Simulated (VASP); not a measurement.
# Cu (P6_3/mmc) in VASP: a series of runs, part 2 of 2

VASP 6.6.1.

### 4 Single point, PBE

INCAR reads:

```
SYSTEM = Cu
PREC = Accurate ; ENCUT = 500
EDIFF = 1E-6 ; ISMEAR = -1
SIGMA = 0.15 ; LREAL = .FALSE.
LASPH = .TRUE. ; NELM = 100
ALGO = Normal ; ISIF = 2
LWAVE = .FALSE. ; LCHARG = .FALSE.
GGA = PE ; NBANDS = 18
ADDGRID = .FALSE.
```

KPOINTS reads:

```
Automatic mesh
0
G
  5 5 3
  0 0 0
```

POSCAR reads:

```
Cu
1.0
    2.5340966698      0.0000000000      0.0000000000
   -1.2670483349      2.1945920917      0.0000000000
    0.0000000000      0.0000000000      4.1125710000
Cu
2
Direct
    0.6666666667      0.3333333333      0.7500000000
    0.3333333333      0.6666666667      0.2500000000
```

Potentials or basis: VASP PAW PBE potentials, release 64 (Cu).

Run with:

```
cat potpaw_PBE.64/Cu/POTCAR > POTCAR
mpirun -np 1 vasp_std > vasp.out
```

OUTCAR:

```text
SYSTEM = Cu
   PREC = Accurate
   ENCUT = 500
   EDIFF = 1E-6
   ISMEAR = -1
   LREAL = .FALSE.
   LASPH = .TRUE.
   NELM = 100
   ISIF = 2
   GGA = PE

 Found     10 irreducible k-points:

 Following reciprocal coordinates:
            Coordinates               Weight
  0.000000  0.000000  0.000000      1.000000
  0.200000 -0.000000  0.000000      6.000000
  0.400000 -0.000000  0.000000      6.000000
  0.200000  0.200000  0.000000      6.000000
  0.400000  0.200000  0.000000      6.000000
  0.000000  0.000000  0.333333      2.000000
   k-points           NKPTS =     10   k-points in BZ     NKDIM =     10   number of bands    NBANDS=     18
   number of dos      NEDOS =    301   number of ions     NIONS =      2
   total plane-waves  NPLWV =   9720
   dimension x,y,z NGX =    18 NGY =   18 NGZ =   30
   dimension x,y,z NGXF=    36 NGYF=   36 NGZF=   60
   ions per type =               2
   NGX,Y,Z   is equivalent  to a cutoff of  11.81, 11.81, 12.13 a.u.
   NGXF,Y,Z  is equivalent  to a cutoff of  23.62, 23.62, 24.25 a.u.
 SYSTEM =  Cu
   PREC   = accura    normal or accurate (medium, high low for compatibility)
   ISTART =      0    job   : 0-new  1-cont  2-samecut
   ICHARG =      2    charge: 1-file 2-atom 10-const
   ISPIN  =      1    spin polarized calculation?
   LNONCOLLINEAR =      F non collinear calculations
   LSORBIT =      F    spin-orbit coupling
[... 52 lines left out ...]

 val. band max:        7.0828377152   @ k =   0.2000  -0.0000   0.3333
 cond. band min:       8.7064412883   @ k =   0.2000   0.2000   0.3333
 fundamental gap:      1.6236035731
 Fermi energy:         8.5163837412

 k-point     1 :       0.0000    0.0000    0.0000
  band No.  band energies     occupation
      1      -1.6065      2.00000
      2       2.7557      2.00000
      3       4.9066      2.00000
      4       4.9473      2.00000
      5       4.9473      2.00000
      6       5.1715      2.00000
[... 103 lines left out ...]
      5       4.8619      2.00000
      6       4.9002      2.00000
[... 10 lines left out ...]
     17      31.0987      0.00000
     18      31.0993      0.00000

 [... further k-points ...]

------------------------ aborting loop because EDIFF is reached ----------------------------------------

  FORCE on cell =-STRESS in cart. coord.  units (eV):
  Direction    XX          YY          ZZ          XY          YZ          ZX
  --------------------------------------------------------------------------------------
  -------------------------------------------------------------------------------------
  Total        0.8113218      0.8113218      1.4750878      0.0000000      0.0000000     -0.0000000
  in kB       56.8346716     56.8346716    103.3327658      0.0000000      0.0000000     -0.0000000
  external PRESSURE =      72.3340363 kB  Pullay stress =       0.0000000 kB

 VOLUME and BASIS-vectors are now :
 -----------------------------------------------------------------------------
  energy-cutoff  :      500.00
  volume of cell :       22.87
      direct lattice vectors                 reciprocal lattice vectors
     2.534096670  0.000000000  0.000000000     0.394617937  0.227832772  0.000000000
    -1.267048335  2.194592092  0.000000000     0.000000000  0.455665544  0.000000000
     0.000000000  0.000000000  4.112571000     0.000000000  0.000000000  0.243156896

 POSITION                                       TOTAL-FORCE (eV/Angst)
 -----------------------------------------------------------------------------------
      1.26705      0.73153      3.08443         0.000000     -0.000000      0.000000
     -0.00000      1.46306      1.02814        -0.000000      0.000000      0.000000
 -----------------------------------------------------------------------------------
    total drift:                               -0.000000      0.000000     -0.000000

  FREE ENERGIE OF THE ION-ELECTRON SYSTEM (eV)
  ---------------------------------------------------
  free  energy   TOTEN  =        -7.5739639764 eV

  energy  without entropy=       -7.5416735595  energy(sigma->0) =       -7.55781877
```

It used 4.1 s of CPU time on 1 thread of AMD EPYC 7R13 Processor (Zen 3), on a shared host, which was overloaded at the time.

The run converged, but some of its settings lie outside the range that counts as converged, so its numbers aren't taken as properties of the crystal.

What came out:

```
Free energy            : -7.5740 eV
Pressure               : 7.2 GPa
Band gap on the k mesh : none (metal or under the smearing width)
```

Caveat: the k mesh is coarse (spacing up to 0.57 Å⁻¹), so the values aren't converged.

### 5 Single point, PBE

INCAR, as its differences from that of step 4:

```diff
@@ -1,3 +1,3 @@
 SYSTEM = Cu
-PREC = Accurate ; ENCUT = 500
+PREC = Accurate ; ENCUT = 400
 EDIFF = 1E-6 ; ISMEAR = -1
```

KPOINTS reads:

```
Automatic mesh
0
G
  6 6 3
  0 0 0
```

POSCAR is that of step 4.

Potentials or basis: VASP PAW PBE potentials, release 64 (Cu).

Run with:

```
cat potpaw_PBE.64/Cu/POTCAR > POTCAR
mpirun -np 1 vasp_std > vasp.out
```

OUTCAR:

```text
SYSTEM = Cu
   PREC = Accurate
   ENCUT = 400
   EDIFF = 1E-6
   ISMEAR = -1
   LREAL = .FALSE.
   LASPH = .TRUE.
   NELM = 100
   ISIF = 2
   GGA = PE

 Found     14 irreducible k-points:

 Following reciprocal coordinates:
            Coordinates               Weight
  0.000000  0.000000  0.000000      1.000000
  0.166667 -0.000000  0.000000      6.000000
  0.333333 -0.000000  0.000000      6.000000
  0.500000  0.000000  0.000000      3.000000
  0.166667  0.166667  0.000000      6.000000
  0.333333  0.166667  0.000000     12.000000
   k-points           NKPTS =     14   k-points in BZ     NKDIM =     14   number of bands    NBANDS=     18
   number of dos      NEDOS =    301   number of ions     NIONS =      2
   total plane-waves  NPLWV =   9072
   dimension x,y,z NGX =    18 NGY =   18 NGZ =   28
   dimension x,y,z NGXF=    36 NGYF=   36 NGZF=   56
   ions per type =               2
   NGX,Y,Z   is equivalent  to a cutoff of  11.81, 11.81, 11.32 a.u.
   NGXF,Y,Z  is equivalent  to a cutoff of  23.62, 23.62, 22.64 a.u.
 SYSTEM =  Cu
   PREC   = accura    normal or accurate (medium, high low for compatibility)
   ISTART =      0    job   : 0-new  1-cont  2-samecut
   ICHARG =      2    charge: 1-file 2-atom 10-const
   ISPIN  =      1    spin polarized calculation?
   LNONCOLLINEAR =      F non collinear calculations
   LSORBIT =      F    spin-orbit coupling
   LASPH  =      T    aspherical Exc in radial PAW
   ENCUT  =  400.0 eV  29.40 Ry    5.42 a.u.   4.13  4.13  6.71*2*pi/ulx,y,z
   NELM   =    100;   NELMIN=  2; NELMDL= -5     # of ELM steps
   EDIFF  = 0.1E-05   stopping-criterion for ELM
   LREAL  =      F    real-space projection
   EDIFFG = 0.1E-04   stopping-criterion for IOM
   NSW    =      0    number of steps for IOM
   IBRION =     -1    ionic relax: 0-MD 1-quasi-New 2-CG
   NFREE  =      0    steps in history (QN), initial steepest desc. (CG)
   ISIF   =      2    stress and relaxation
   ISYM   =      2    0-nonsym 1-usesym 2-fastsym
   POTIM  = 0.5000    time-step for ionic-motion
   TEBEG  =    0.0;   TEEND  =   0.0 temperature during run
   PSTRESS=    0.0 pullay stress
   NELECT =      22.0000    total number of electrons
   NUPDOWN=      -1.0000    fix difference up-down
   EMIN   =  10.00;   EMAX   =-10.00  energy-range for DOS
   EFERMI =   0.00;   METHOD = LEGACY
   ISMEAR =    -1;   SIGMA  =   0.15  broadening in eV -4-tet -1-fermi 0-gaus
   EFERMI_NEDOS =   21; number of points for ismear=-14 and -15
   IALGO  =     38    algorithm
   IMIX   =      4    mixing-type and parameters
     AMIX     =   0.40;   BMIX     =  1.00
     AMIX_MAG =   1.60;   BMIX_MAG =  1.00
  volume/ion in A,a.u.               =      11.44        77.17
  Fermi-wavevector in a.u.,A,eV,Ry     =   1.616041  3.053874 35.532800  2.611587
  Thomas-Fermi vector in A             =   2.710691
   LORBIT       =      0    0 simple, 1 ext, 2 COOP (PROOUT), +10 PAW based schemes
   GGA     = PE    functional components
   LHFCALC =     F    Hartree Fock is set to
   AEXX    =    0.0000 exact exchange contribution
   IVDW    =     0    specifies the selected vdW correction
   LEPSILON=     F    determine dielectric tensor
   LRPA    =     F    only Hartree local field effects (RPA)
 non-spin polarized calculation
  energy-cutoff  :      400.00
  volume of cell :       22.87
 maximum number of plane-waves:       428
 NGX is ok and might be reduce to    18
   NGX =  9   NGY =  9   NGZ = 13

 number of electron      21.9999989 magnetization

 Free energy of the ion-electron system (eV)
  ---------------------------------------------------
  ext. energy  EPLUGINS =         0.00000000
  ---------------------------------------------------
  free energy    TOTEN  =        -7.31679563 eV

  energy without entropy =       -7.21179329  energy(sigma->0) =       -7.26429446

 E-fermi :   7.9635     XC(G=0): -12.9195

 val. band max:        7.9520155039   @ k =   0.5000   0.0000   0.0000
 cond. band min:       8.0244698695   @ k =   0.3333   0.1667   0.3333
 fundamental gap:      0.0724543656
 Fermi energy:         7.9635343510

 k-point     1 :       0.0000    0.0000    0.0000
  band No.  band energies     occupation
      1      -1.6119      2.00000
      2       2.7175      2.00000
      3       4.8468      2.00000
      4       4.8907      2.00000
      5       4.8907      2.00000
      6       5.1141      2.00000
[... 10 lines left out ...]
     17      31.7479      0.00000
     18      31.7479      0.00000
[... 85 lines left out ...]
 k-point     6 :       0.3333    0.1667    0.0000
  band No.  band energies     occupation
      1       3.0355      2.00000
      2       3.5794      2.00000
      3       3.5985      2.00000
      4       4.2422      2.00000
      5       4.6773      2.00000
      6       4.9386      2.00000
[... 10 lines left out ...]
     17      21.5464      0.00000
     18      25.3675      0.00000

 [... further k-points ...]

------------------------ aborting loop because EDIFF is reached ----------------------------------------

  FORCE on cell =-STRESS in cart. coord.  units (eV):
  Direction    XX          YY          ZZ          XY          YZ          ZX
  --------------------------------------------------------------------------------------
  -------------------------------------------------------------------------------------
  Total        1.1900574      1.1900574      1.0497178      0.0000000      0.0000000      0.0000000
  in kB       83.3658306     83.3658306     73.5347724      0.0000000      0.0000000      0.0000000
  external PRESSURE =      80.0888112 kB  Pullay stress =       0.0000000 kB

 VOLUME and BASIS-vectors are now :
 -----------------------------------------------------------------------------
  energy-cutoff  :      400.00
  volume of cell :       22.87
      direct lattice vectors                 reciprocal lattice vectors
     2.534096670  0.000000000  0.000000000     0.394617937  0.227832772  0.000000000
    -1.267048335  2.194592092  0.000000000     0.000000000  0.455665544  0.000000000
     0.000000000  0.000000000  4.112571000     0.000000000  0.000000000  0.243156896

 POSITION                                       TOTAL-FORCE (eV/Angst)
 -----------------------------------------------------------------------------------
      1.26705      0.73153      3.08443         0.000000      0.000000      0.000000
     -0.00000      1.46306      1.02814        -0.000000      0.000000      0.000000
 -----------------------------------------------------------------------------------
    total drift:                               -0.000000      0.000000     -0.000000

  FREE ENERGIE OF THE ION-ELECTRON SYSTEM (eV)
  ---------------------------------------------------
  free  energy   TOTEN  =        -7.3167956309 eV

  energy  without entropy=       -7.2117932882  energy(sigma->0) =       -7.26429446
```

OSZICAR:

```text
N       E                     dE             d eps       ncg     rms          rms(c)
DAV:   1     0.119588123143E+03    0.11959E+03   -0.88380E+03   528   0.186E+03
DAV:   2    -0.365752767926E+01   -0.12325E+03   -0.11725E+03   506   0.275E+02
DAV:   3    -0.916297107578E+01   -0.55054E+01   -0.53927E+01   600   0.796E+01
DAV:   4    -0.921608337750E+01   -0.53112E-01   -0.53074E-01   614   0.881E+00
DAV:   5    -0.921679467206E+01   -0.71129E-03   -0.71124E-03   626   0.838E-01    0.111E+01
DAV:   6    -0.803958428601E+01    0.11772E+01   -0.11109E+01   534   0.956E+01    0.548E+00
DAV:   7    -0.734525856946E+01    0.69433E+00   -0.22164E+00   564   0.392E+01    0.937E-01
DAV:   8    -0.731906996189E+01    0.26189E-01   -0.11145E-02   740   0.112E+00    0.351E-01
DAV:   9    -0.731677020548E+01    0.22998E-02   -0.29544E-03   632   0.154E+00    0.340E-02
DAV:  10    -0.731679467779E+01   -0.24472E-04   -0.15363E-04   756   0.189E-01    0.461E-03
DAV:  11    -0.731679563094E+01   -0.95315E-06   -0.14497E-06   454   0.299E-02
   1 F= -.73167956E+01 E0= -.72642945E+01  d E =-.105002E+00
```

It used 4.4 s of CPU time on 1 thread of AMD EPYC 7R13 Processor (Zen 3) (shared host), which was overloaded at the time.

These settings aren't checked as converged: the numbers below hold their error.

Results:

- Free energy: -7.3168 eV
- Pressure: 8.0 GPa
- Band gap on the k mesh: none (metal or under the smearing width)

Caveat: the k mesh is coarse (spacing up to 0.51 Å⁻¹), so the values aren't converged.

### 6 Single point, PBE

INCAR, as its differences from that of step 5:

```diff
@@ -3,3 +3,3 @@
 EDIFF = 1E-6 ; ISMEAR = -1
-SIGMA = 0.15 ; LREAL = .FALSE.
+SIGMA = 0.4 ; LREAL = .FALSE.
 LASPH = .TRUE. ; NELM = 100
```

KPOINTS is that of step 5.

POSCAR is that of step 5.

Potentials or basis: VASP PAW PBE potentials, release 64 (Cu).

Run with:

```
cat potpaw_PBE.64/Cu/POTCAR > POTCAR
mpirun -np 1 vasp_std > vasp.out
```

OUTCAR:

```text
SYSTEM = Cu
   PREC = Accurate
   ENCUT = 400
   EDIFF = 1E-6
   ISMEAR = -1
   LREAL = .FALSE.
   LASPH = .TRUE.
   NELM = 100
   ISIF = 2
   GGA = PE

 Found     14 irreducible k-points:

 Following reciprocal coordinates:
            Coordinates               Weight
  0.000000  0.000000  0.000000      1.000000
  0.166667 -0.000000  0.000000      6.000000
  0.333333 -0.000000  0.000000      6.000000
  0.500000  0.000000  0.000000      3.000000
  0.166667  0.166667  0.000000      6.000000
[... 204 lines left out ...]

  FORCE on cell =-STRESS in cart. coord.  units (eV):
  Direction    XX          YY          ZZ          XY          YZ          ZX
  --------------------------------------------------------------------------------------
  -------------------------------------------------------------------------------------
  Total        1.2265058      1.2265058      1.2774839      0.0000000      0.0000000      0.0000000
  in kB       85.9191132     85.9191132     89.4902293      0.0000000      0.0000000      0.0000000
  external PRESSURE =      87.1094852 kB  Pullay stress =       0.0000000 kB

 VOLUME and BASIS-vectors are now :
 -----------------------------------------------------------------------------
  energy-cutoff  :      400.00
  volume of cell :       22.87
      direct lattice vectors                 reciprocal lattice vectors
     2.534096670  0.000000000  0.000000000     0.394617937  0.227832772  0.000000000
    -1.267048335  2.194592092  0.000000000     0.000000000  0.455665544  0.000000000
     0.000000000  0.000000000  4.112571000     0.000000000  0.000000000  0.243156896

 POSITION                                       TOTAL-FORCE (eV/Angst)
 -----------------------------------------------------------------------------------
      1.26705      0.73153      3.08443        -0.000000     -0.000000      0.000000
     -0.00000      1.46306      1.02814         0.000000      0.000000      0.000000
 -----------------------------------------------------------------------------------
    total drift:                               -0.000000      0.000000     -0.000000

  FREE ENERGIE OF THE ION-ELECTRON SYSTEM (eV)
  ---------------------------------------------------
  free  energy   TOTEN  =        -7.5508671957 eV

  energy  without entropy=       -7.0440171668  energy(sigma->0) =       -7.29744218
```

It took 14 s on 1 thread of AMD EPYC 7R13 (Zen 3), shared host; peak memory 0.09 GiB.

These settings aren't checked as converged: the numbers below hold their error.

Results:

* Free energy: -7.5509 eV
* Pressure: 8.7 GPa
* Band gap on the k mesh: none (metal or under the smearing width)

Caveat: the k mesh is coarse (spacing up to 0.51 Å⁻¹), so the values aren't converged.

### 7 The reference run

An earlier run on the cell as given: functional PBEsol; potentials or basis VASP PAW PBE potentials, release 64 (Cu); cutoff 520 eV; k mesh 12 × 12 × 7; occupations fermi-dirac, width 0.05 eV; no spin polarisation.

* Pressure: -0.7 GPa
* Band gap on the k mesh: none (metal or under the smearing width)
